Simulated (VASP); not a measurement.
A run of VASP 6.6.1 is set up as follows.

INCAR

```
ALGO     = Normal         # electronic algorithm
EDIFF    = 1E-8           # SCF threshold, eV
ENCUT    = 520            # plane-wave cutoff, eV
GGA      = PE             # functional
ISIF     = 2              # what is computed and relaxed
ISMEAR   = 0              # smearing method
LASPH    = True           # aspherical terms in the spheres
LCHARG   = False          # write CHGCAR
LEFG     = True         
LREAL    = False          # projectors in reciprocal space
LWAVE    = False          # write WAVECAR
NBANDS   = 35             # bands
NELM     = 100            # most SCF steps
PREC     = Accurate       # precision mode
SIGMA    = 0.01           # smearing width, eV
```

File KPOINTS:

```
k-points
0
Gamma
  6 6 8
```

The input POSCAR:

```
SnO2
1.0
    4.8273977890      0.0000000000      0.0000000000
    0.0000000000      4.8273977890      0.0000000000
    0.0000000000      0.0000000000      3.2382126243
Sn O
2 4
Direct
    0.0000000000      0.0000000000      0.0000000000
    0.5000000000      0.5000000000      0.5000000000
    0.3065711038      0.3065711038      0.0000000000
    0.1934288962      0.8065711038      0.5000000000
    0.6934288962      0.6934288962      0.0000000000
    0.8065711038      0.1934288962      0.5000000000
```

Potentials or basis: VASP PAW PBE potentials, release 64 (Sn_d, O).

Launch:

```bash
$ cat potpaw_PBE.64/Sn_d/POTCAR potpaw_PBE.64/O/POTCAR > POTCAR
$ mpirun -np 1 vasp_std > vasp.out
```

What does it give for the band gap on the k mesh?

0.67 eV, direct.

Estimate the pressure.

0.6 GPa.

What does it give for the largest force?

0.015 eV/Å.

Forces in eV/Å, atoms in the order of the input:
```
Sn   0.000  0.000  0.000
Sn   0.000  0.000  0.000
O   -0.011 -0.011  0.000
O    0.011 -0.011  0.000
O    0.011  0.011  0.000
O   -0.011  0.011  0.000
```

Caveat: spin-orbit coupling is left out, which moves the levels of the heavy elements.
